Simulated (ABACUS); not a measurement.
**GaAs: band structure with WC**

**What was measured.**

From “Evidence of valence band perturbations in GaAsN/GaAs(001): A combined variable-angle spectroscopic ellipsometry and modulated photoreflectance investigation”, 2008, arxiv:0805.2212, for a bulk crystal of GaAs at 300 K: band gap 1.418 ± 0.005 eV (direct).

Crystal: GaAs.

```
As Ga
1.0
     0.00000    2.82685    2.82685
     2.82685    0.00000    2.82685
     2.82685    2.82685    0.00000
As Ga
1 1
Direct
  0.75000 0.75000 0.75000
  0.00000 0.00000 0.00000
```

```yaml
Program: ABACUS 3.10.1
Task: band structure
Functional: WC
Potentials_or_basis: PseudoDojo NC SR 0.4 PBEsol stringent
Cutoff: 1551 eV
Density_cutoff: 6204 eV
Basis: plane waves
Occupations: fermi-dirac, width 0.05 eV
Spin: no spin polarisation
Radial_cutoff_of_the_potentials_pseudo_rcut: 7 bohr
Threshold_of_the_eigensolver: 1e-07 Ry
Density: read from an earlier self-consistent run
Path: G-X-W-K-G-L-U-W-L-K, U-X
Points_for_each_segment_of_the_path: 10
SCF_threshold_on_the_density: 1e-08
Max_SCF_steps: 100
Eigensolver: dav
Mixing: broyden
Mixing_share: 0.7
Symmetry_key: -1
Bands: 33
```

The band gap along the path is 0.39 eV, direct.

Levels at the corners of the path, in eV from the Fermi level:
| point | band 19 | band 20 | band 21 | band 22 | band 23 | band 24 | band 25 | band 26 |
| --- | --- | --- | --- | --- | --- | --- | --- | --- |
| Γ | -12.99 | -0.22 | -0.22 | -0.22 | 0.17 | 3.48 | 3.48 | 3.48 |
| X | -10.48 | -7.07 | -2.91 | -2.91 | 1.12 | 1.34 | 9.89 | 9.89 |
| W | -10.43 | -6.88 | -3.79 | -3.60 | 4.36 | 4.40 | 5.11 | 5.73 |
| K | -10.52 | -6.88 | -4.12 | -2.49 | 1.64 | 4.34 | 7.64 | 7.80 |
| Γ | -12.99 | -0.22 | -0.22 | -0.22 | 0.17 | 3.48 | 3.48 | 3.48 |
| L | -11.22 | -6.90 | -1.37 | -1.37 | 0.68 | 4.37 | 4.37 | 7.34 |
| U | -10.52 | -6.88 | -4.12 | -2.49 | 1.64 | 4.34 | 7.64 | 7.80 |
| W | -10.43 | -6.88 | -3.79 | -3.60 | 4.36 | 4.40 | 5.11 | 5.73 |
| L | -11.22 | -6.90 | -1.37 | -1.37 | 0.68 | 4.37 | 4.37 | 7.34 |
| K | -10.52 | -6.88 | -4.12 | -2.49 | 1.64 | 4.34 | 7.64 | 7.80 |
| U | -10.52 | -6.88 | -4.12 | -2.49 | 1.64 | 4.34 | 7.64 | 7.80 |
| X | -10.48 | -7.07 | -2.91 | -2.91 | 1.12 | 1.34 | 9.89 | 9.89 |

Wall time 37 s on 4 MPI ranks on Intel(R) Xeon(R) Platinum 8223CL CPU @ 3.00GHz (Skylake/Cascade Lake) (shared host), peak memory 0.8 GiB a rank.

A measured gap of GaAs is 1.418 eV (direct; 300 K; “Evidence of valence band perturbations in GaAsN/GaAs(001): A combined variable-angle spectroscopic ellipsometry and modulated photoreflectance investigation”, 2008, arxiv:0805.2212); the calculated 0.39 eV misses it by -1.03 eV. So large a miss can be the level of theory's own, or it may mean another phase, state or a wrong row. 3 values of this kind are on record (1.412 to 1.51 eV); this one was drawn at random among those near their median, those with a stated uncertainty first. Spin-orbit coupling on As, Ga is left out. The value is that of WC, without temperature or zero-point motion. Semilocal functionals fall short of measured gaps as a rule.

Caveat: the density is read from an earlier self-consistent run, whose mesh may be coarse.
